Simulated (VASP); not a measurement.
# PbSe in VASP: notebook

Runs on PbSe. Level: PBE+D3(BJ). Tasks: single point.

Everything below comes from runs of VASP 6.6.1. Logs are shortened: lines on timing, memory, paths and dates and some standing lists are left out, and cuts for length are marked.

**What was measured.**

A printed reference work, monograph reports, for a bulk crystal of PbSe at 300 K: band gap 0.28 eV (direct).

How close the calculation comes is told below.

## (1) The cell of the first run

Symmetry: Fm-3m, No. 225, cubic system. Conventional cell: a = 6.134 Å, b = 6.134 Å, c = 6.134 Å, α = 90.00°, β = 90.00°, γ = 90.00°. Pb (site symmetry m-3m) has 6 Se at 3.07 Å within 4.0 Å. Within 4.0 Å of Se (site symmetry m-3m) lie 6 Pb at 3.07 Å.

## (2) Single point, PBE+D3(BJ)

INCAR

```
SYSTEM = PbSe
ALGO = Normal
EDIFF = 1E-7
ENCUT = 520
GGA = PE
ISIF = 2
ISMEAR = 0
IVDW = 12
LASPH = .True.
LCHARG = .False.
LREAL = .False.
LWAVE = .False.
NBANDS = 17
NELM = 60
PREC = Accurate
SIGMA = 0.03
```

KPOINTS

```
k-points
0
Gamma
  10 10 10
  0 0 0
```

POSCAR

```
PbSe
1.0
    0.0000000000      3.0670873374      3.0670873374
    3.0670873374      0.0000000000      3.0670873374
    3.0670873374      3.0670873374      0.0000000000
Pb Se
1 1
Direct
    0.0000000000      0.0000000000      0.0000000000
    0.5000000000      0.5000000000      0.5000000000
```

Potentials or basis: VASP PAW PBE potentials, release 64 (Pb_d, Se).

Launch:

```
cat potpaw_PBE.64/Pb_d/POTCAR potpaw_PBE.64/Se/POTCAR > POTCAR
mpirun -np 1 vasp_std > vasp.out
```

OUTCAR:

```text
SYSTEM = PbSe
   EDIFF = 1E-7
   ENCUT = 520
   GGA = PE
   ISIF = 2
   ISMEAR = 0
   IVDW = 12
   LASPH = .True.
   LREAL = .False.
   NELM = 60
   PREC = Accurate
 IVDW          = 12

 ion  position               nearest neighbor table
   1  0.000  0.000  0.000-   2 3.07   2 3.07   2 3.07   2 3.07   2 3.07   2 3.07
   2  0.500  0.500  0.500-   1 3.07   1 3.07   1 3.07   1 3.07   1 3.07   1 3.07

  LATTYP: Found a face centered cubic cell.
 ALAT       =     6.1341746748

  Lattice vectors:

 A1 = (   0.0000000000,   3.0670873374,   3.0670873374)
 A2 = (   3.0670873374,   0.0000000000,   3.0670873374)
 A3 = (   3.0670873374,   3.0670873374,   0.0000000000)

Analysis of symmetry for initial positions (statically):
=====================================================================
 Subroutine PRICEL returns:
 Original cell was already a primitive cell.

 Routine SETGRP: Setting up the symmetry group for a
 face centered cubic supercell.

 Subroutine GETGRP returns: Found 48 space group operations
 (whereof 48 operations were pure point group operations)
 out of a pool of 48 trial point group operations.

The static configuration has the point symmetry O_h .

Analysis of symmetry for dynamics (positions and initial velocities):
=====================================================================
 Subroutine PRICEL returns:
 Original cell was already a primitive cell.

 Routine SETGRP: Setting up the symmetry group for a
 face centered cubic supercell.

 Subroutine GETGRP returns: Found 48 space group operations
 (whereof 48 operations were pure point group operations)
 out of a pool of 48 trial point group operations.

The dynamic configuration has the point symmetry O_h .

 Subroutine INISYM returns: Found 48 space group operations
 (whereof 48 operations are pure point group operations),
 and found     1 'primitive' translations

----------------------------------------------------------------------------------------

                                     Primitive cell

  volume of cell :      57.7043

  direct lattice vectors                    reciprocal lattice vectors
     0.000000000  3.067087337  3.067087337    -0.163021116  0.163021116  0.163021116
     3.067087337  0.000000000  3.067087337     0.163021116 -0.163021116  0.163021116
     3.067087337  3.067087337  0.000000000     0.163021116  0.163021116 -0.163021116

  length of vectors
     4.337516510  4.337516510  4.337516510     0.282360855  0.282360855  0.282360855

[... 80 lines left out ...]
   EDIFF  = 0.1E-06   stopping-criterion for ELM
   LREAL  =      F    real-space projection
   EDIFFG = 0.1E-05   stopping-criterion for IOM
   NSW    =      0    number of steps for IOM
   IBRION =     -1    ionic relax: 0-MD 1-quasi-New 2-CG
   NFREE  =      0    steps in history (QN), initial steepest desc. (CG)
   ISIF   =      2    stress and relaxation
   ISYM   =      2    0-nonsym 1-usesym 2-fastsym
   POTIM  = 0.5000    time-step for ionic-motion
   TEBEG  =    0.0;   TEEND  =   0.0 temperature during run
   PSTRESS=    0.0 pullay stress
   NELECT =      20.0000    total number of electrons
   NUPDOWN=      -1.0000    fix difference up-down
   EMIN   =  10.00;   EMAX   =-10.00  energy-range for DOS
   EFERMI =   0.00;   METHOD = LEGACY
   ISMEAR =     0;   SIGMA  =   0.03  broadening in eV -4-tet -1-fermi 0-gaus
   EFERMI_NEDOS =   21; number of points for ismear=-14 and -15
   IALGO  =     38    algorithm
   IMIX   =      4    mixing-type and parameters
     AMIX     =   0.40;   BMIX     =  1.00
     AMIX_MAG =   1.60;   BMIX_MAG =  1.00
  volume/ion in A,a.u.               =      28.85       194.70
  Fermi-wavevector in a.u.,A,eV,Ry     =   1.149958  2.173106 17.992394  1.322404
  Thomas-Fermi vector in A             =   2.286625
   LORBIT       =      0    0 simple, 1 ext, 2 COOP (PROOUT), +10 PAW based schemes
   GGA     = PE    functional components
   LHFCALC =     F    Hartree Fock is set to
   AEXX    =    0.0000 exact exchange contribution
   IVDW    =    12    specifies the selected vdW correction
   LEPSILON=     F    determine dielectric tensor
   LRPA    =     F    only Hartree local field effects (RPA)
 non-spin polarized calculation
 Gauss-broadening in eV      SIGMA  =   0.03
  energy-cutoff  :      520.00
  volume of cell :       57.70
 maximum number of plane-waves:      1588
   NGX = 17   NGY = 17   NGZ = 17

 number of electron      19.9999998 magnetization

 Free energy of the ion-electron system (eV)
  ---------------------------------------------------
  ext. energy  EPLUGINS =         0.00000000
  ---------------------------------------------------
  free energy    TOTEN  =        -8.18273216 eV

  energy without entropy =       -8.18273216  energy(sigma->0) =       -8.18273216

 E-fermi :   5.1265     XC(G=0):  -9.5008

 val. band max:        4.9870237494   @ k =   0.5000   0.0000   0.0000
 cond. band min:       5.2990314375   @ k =   0.5000   0.0000   0.0000
 fundamental gap:      0.3120076881
 Fermi energy:         5.1264760291

 k-point     1 :       0.0000    0.0000    0.0000
  band No.  band energies     occupation
      1     -11.8355      2.00000
      2     -11.8355      2.00000
      3     -11.8355      2.00000
      4     -11.8311      2.00000
      5     -11.8311      2.00000
      6      -8.5488      2.00000
[... 457 lines left out ...]
      4     -11.8030      2.00000
      5     -11.8004      2.00000
      6      -7.4810      2.00000
[... 9 lines left out ...]
     16      15.7097      0.00000
     17      16.4487      0.00000

 [... further k-points ...]

------------------------ aborting loop because EDIFF is reached ----------------------------------------

 Edisp (eV)   -0.73184

 E8    (eV) :    -0.3415

  FORCE on cell =-STRESS in cart. coord.  units (eV):
  Direction    XX          YY          ZZ          XY          YZ          ZX
  --------------------------------------------------------------------------------------
  -------------------------------------------------------------------------------------
  Total      -0.00532    -0.00532    -0.00532     0.00000     0.00000    -0.00000
  in kB      -0.14767    -0.14767    -0.14767     0.00000     0.00000    -0.00000
  external pressure =       -0.15 kB  Pullay stress =        0.00 kB

 VOLUME and BASIS-vectors are now :
 -----------------------------------------------------------------------------
  energy-cutoff  :      520.00
  volume of cell :       57.70
      direct lattice vectors                 reciprocal lattice vectors
     0.000000000  3.067087337  3.067087337    -0.163021116  0.163021116  0.163021116
     3.067087337  0.000000000  3.067087337     0.163021116 -0.163021116  0.163021116
     3.067087337  3.067087337  0.000000000     0.163021116  0.163021116 -0.163021116

 POSITION                                       TOTAL-FORCE (eV/Angst)
 -----------------------------------------------------------------------------------
      0.00000      0.00000      0.00000        -0.000000     -0.000000      0.000000
      3.06709      3.06709      3.06709         0.000000      0.000000     -0.000000
 -----------------------------------------------------------------------------------
    total drift:                                0.000000     -0.000000     -0.000000

  FREE ENERGIE OF THE ION-ELECTRON SYSTEM (eV)
  ---------------------------------------------------
  free  energy   TOTEN  =        -8.9145754854 eV

  energy  without entropy=       -8.9145754854  energy(sigma->0) =       -8.91457549
```

OSZICAR:

```text
N       E                     dE             d eps       ncg     rms          rms(c)
DAV:   1     0.158682950211E+03    0.15868E+03   -0.95057E+03  1598   0.119E+03
DAV:   2     0.329933081678E+01   -0.15538E+03   -0.14990E+03  1709   0.311E+02
DAV:   3    -0.819755725191E+01   -0.11497E+02   -0.11406E+02  2106   0.897E+01
DAV:   4    -0.846593344992E+01   -0.26838E+00   -0.26820E+00  1918   0.152E+01
DAV:   5    -0.847578252191E+01   -0.98491E-02   -0.98487E-02  2333   0.285E+00    0.276E+00
DAV:   6    -0.818433739292E+01    0.29145E+00   -0.71607E-01  2421   0.579E+00    0.155E+00
DAV:   7    -0.817962108404E+01    0.47163E-02   -0.12172E-01  1876   0.167E+00    0.850E-01
DAV:   8    -0.818309934296E+01   -0.34783E-02   -0.13137E-02  1899   0.125E+00    0.159E-01
DAV:   9    -0.818266254754E+01    0.43680E-03   -0.27900E-03  2438   0.516E-01    0.515E-02
DAV:  10    -0.818272517355E+01   -0.62626E-04   -0.22794E-04  1882   0.856E-02    0.192E-02
DAV:  11    -0.818273216352E+01   -0.69900E-05   -0.64943E-05  2117   0.797E-02    0.908E-03
DAV:  12    -0.818273214878E+01    0.14734E-07   -0.35487E-06  2062   0.130E-02    0.261E-03
DAV:  13    -0.818273216208E+01   -0.13301E-07   -0.17047E-07  1740   0.411E-03
   1 F= -.89145755E+01 E0= -.89145755E+01  d E =-.279577E-13
```

stdout:

```text
POSCAR found type information on POSCAR PbSe
 POSCAR found :  2 types and       2 ions
 scaLAPACK will be used
 LDA part: xc-table for (Slater+PW92), standard interpolation
 POSCAR, INCAR and KPOINTS ok, starting setup
 FFT: planning ... GRIDC
 FFT: planning ... GRID_SOFT
 FFT: planning ... GRID
 WAVECAR not read
 entering main loop
```

Run time: 32 s. Hardware: 1 thread of Intel Xeon 8259CL, shared host; peak memory 0.21 GiB.

What came out:

* Free energy: -8.9146 eV
* Pressure: 0.0 GPa
* Band gap on the k mesh: 0.31 eV
* Dispersion energy per atom: -0.366 eV

Caveat: spin-orbit coupling is left out, which moves the levels of the heavy elements.

## (3) Single point, PBE+D3(BJ)

This run uses another cell than the first one, of 25.77 Å³/atom.

INCAR

```
PREC = Accurate
ENCUT = 520
EDIFF = 1E-6
ISMEAR = 0
SIGMA = 0.03
LREAL = False
LASPH = True
NELM = 80
ALGO = Normal
ISIF = 2
LWAVE = False
LCHARG = True
GGA = PE
IVDW = 12
LELF = True
LVHAR = True
NBANDS = 17
```

KPOINTS

```
Automatic mesh
0
Gamma
  10 10 10
```

POSCAR

```
PbSe
1.0
    0.0000000000      2.8983975338      3.0670873374
    2.8983975338      0.0000000000      3.0670873374
    2.8983975338      2.8983975338      0.0000000000
Pb Se
1 1
Direct
    0.0000000000      0.0000000000      0.0000000000
    0.5000000000      0.5000000000      0.5000000000
```

Potentials or basis: VASP PAW PBE potentials, release 64 (Pb_d, Se).

Launch:

```
cat potpaw_PBE.64/Pb_d/POTCAR potpaw_PBE.64/Se/POTCAR > POTCAR
mpirun -np 1 vasp_std > vasp.out
```

Wall time 1.8 min (1 thread of Intel Xeon 8259CL, shared host); peak memory 0.25 GiB.

Results (log left out):

```
Free energy                : -8.7188 eV
Pressure                   : 8.0 GPa
Band gap on the k mesh     : 0.23 eV
Dispersion energy per atom : -0.411 eV
```

Stress tensor (GPa, compression positive):
```
11.46  0.00  0.00
 0.00 11.46  0.00
 0.00  0.00  1.04
```

Levels at points of the mesh, in eV from the valence-band top:
| k point | band 8 | band 9 | band 10 | band 11 | band 12 | band 13 |
| --- | --- | --- | --- | --- | --- | --- |
| (0.00, 0.00, 0.00) | -2.55 | -2.55 | -2.05 | 4.08 | 5.47 | 5.47 |
| (0.50, 0.00, 0.00) | -1.98 | -1.77 | 0.00 | 0.23 | 1.34 | 1.65 |
| (0.50, 0.50, 0.00) | -5.85 | -3.83 | -3.83 | 3.40 | 6.08 | 6.28 |
| (0.50, 0.00, 0.50) | -5.95 | -4.29 | -3.66 | 3.17 | 5.26 | 6.70 |

Caveat: the cell stands under pressure; spin-orbit coupling is left out, which moves the levels of the heavy elements.

(Part 1 of 2 ends here.)
